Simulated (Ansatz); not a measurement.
FePt (Tetraferroplatinum): single point with PBE

The system is FePt (Tetraferroplatinum).

```
Pt Fe
1.0
     2.72350    0.00000    0.00000
     0.00000    2.72350    0.00000
     0.00000    0.00000    3.72000
Pt Fe
1 1
Direct
  0.50000 0.50000 0.50000
  0.00000 0.00000 0.00000
```

```yaml
Program: Ansatz 0.2.0
Task: single point
Functional: PBE
Potentials_or_basis: all-electron LAPW, scalar-relativistic
Cutoff: 282 eV (chosen from the basis error)
Basis_error_allowed: 0.001 eV/atom
k_mesh: 10 × 10 × 7
Occupations: gaussian, width 0.027 eV
Spin: collinear spin, ferromagnetic start
Starting_moments: "[0.0, 3.0] μB"
```

```json
{
  "Pressure": "3.3 GPa",
  "Band gap on the k mesh": "none (metal or under the smearing width)",
  "Net moment": "3.28 μB per cell",
  "Absolute moment": "3.46 μB per cell",
  "Site moments": "Pt +0.37; Fe +2.97 μB"
}
```

Stress tensor (GPa, compression positive):
```
3.21 0.00 0.00
0.00 3.21 0.00
0.00 0.00 3.61
```

Levels at points of the mesh, in eV from the Fermi level:
Spin up:
| k point | band 29 | band 30 | band 31 | band 32 | band 33 | band 34 |
| --- | --- | --- | --- | --- | --- | --- |
| (0.00, 0.00, 0.00) | -0.57 | -0.43 | -0.43 | 2.19 | 9.69 | 11.54 |
| (0.00, -0.50, 0.00) | -2.17 | -1.69 | 0.10 | 1.97 | 10.38 | 10.50 |
| (-0.50, -0.50, 0.00) | -0.50 | 0.50 | 1.52 | 1.52 | 7.54 | 9.93 |
Spin down:
| k point | band 24 | band 25 | band 26 | band 27 | band 28 | band 29 | band 30 | band 31 | band 32 | band 33 |
| --- | --- | --- | --- | --- | --- | --- | --- | --- | --- | --- |
| (0.00, 0.00, 0.00) | -2.43 | -2.43 | -0.84 | -0.81 | 0.59 | 1.66 | 1.66 | 1.70 | 2.37 | 10.55 |
| (0.00, -0.50, 0.00) | -3.57 | -2.52 | -1.44 | -1.23 | -0.92 | 0.52 | 0.68 | 2.31 | 2.56 | 11.18 |
| (-0.50, -0.50, 0.00) | -4.84 | 0.90 | 1.23 | 1.65 | 1.65 | 1.67 | 1.71 | 1.73 | 1.73 | 8.39 |

It took 53 s on 2 threads of Arm Neoverse V1, on a shared host, peak memory 0.7 GiB.

The run has no spin-orbit coupling, so splittings on Pt are missing.
